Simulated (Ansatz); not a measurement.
# GaN: the cost of one run

Code: Ansatz 0.2.0. PAW datasets, plane waves. Spin-unpolarised throughout; all numbers are computed.

The COD entry's cell or inner coordinates are ideal or old and differ from later refinements, so a difference from it is no clean test against experiment.

## Step 1: The cell

The unstrained cell was relaxed with r2SCAN; in each strained cell the atoms were relaxed again with r2SCAN. Names of k-points are those of the unstrained zone, where strain can split equivalent points. First state: +3.0 % shear in the xy plane.

It is monoclinic, P2_1 (No. 4); a = 3.143 Å, b = 5.184 Å, c = 3.183 Å, β = 118.7° in the conventional setting, 11.37 Å³ an atom. Near Ga stand 4 N at 1.94–1.95 Å; near N stand 4 Ga at 1.94–1.95 Å.

Coordinates:

```
CELL_PARAMETERS angstrom
3.18315 0.04695 0.00000
-1.55091 2.73321 0.00000
0.00000 0.00000 5.18363
ATOMIC_POSITIONS crystal
Ga 0.33185 0.66665 0.99912
Ga 0.66815 0.33335 0.49912
N 0.32851 0.66690 0.37588
N 0.67149 0.33310 0.87588
```

## Step 2: +3.0 % shear in the xy plane: PBE

Input file input.yaml:

```yaml
crystal:
  lattice:
    - [3.1831495931, 0.0469514565, 0.0]
    - [-1.5509136425, 2.7332126834, 0.0]
    - [0.0, 0.0, 5.1836256088]
  atoms:
    - { symbol: Ga, position: [0.3318549794, 0.6666450249, -0.0008761123] }
    - { symbol: Ga, position: [0.6681450206, 0.3333549751, 0.4991238877] }
    - { symbol: "N", position: [0.3285116841, 0.666902405, 0.3758761123] }
    - { symbol: "N", position: [0.6714883159, 0.333097595, 0.8758761123] }
kpoints:
  mp_grid: { grid: [12, 12, 6] }
  band_path:
    path:
      - [0.0, 0.0, 0.0]
      - [0.5, 0.0, 0.0]
      - [0.3333333333, 0.3333333333, 0.0]
      - [0.0, 0.0, 0.5]
      - [0.5, 0.0, 0.5]
      - [0.3333333333, 0.3333333333, 0.5]
    npoints: 1
hamiltonian:
  xc: pbe
scf:
  occupations: { method: fermi_dirac, width: 0.02 }
  n_extra_bands: 5
output:
  forces: true
  stress: true
  eigenvalues: true
```

On the command line:

```
$ ansatz run input.yaml --threads 4 --pin off --max-ram 5529MiB --backend cpu --events-out ev --progress --plain --runs-dir out
```

Q: Estimate wall time and peak memory on 4 threads of Arm Neoverse V2, shared host.

About 7.7 s, with a peak of 0.58 GiB.
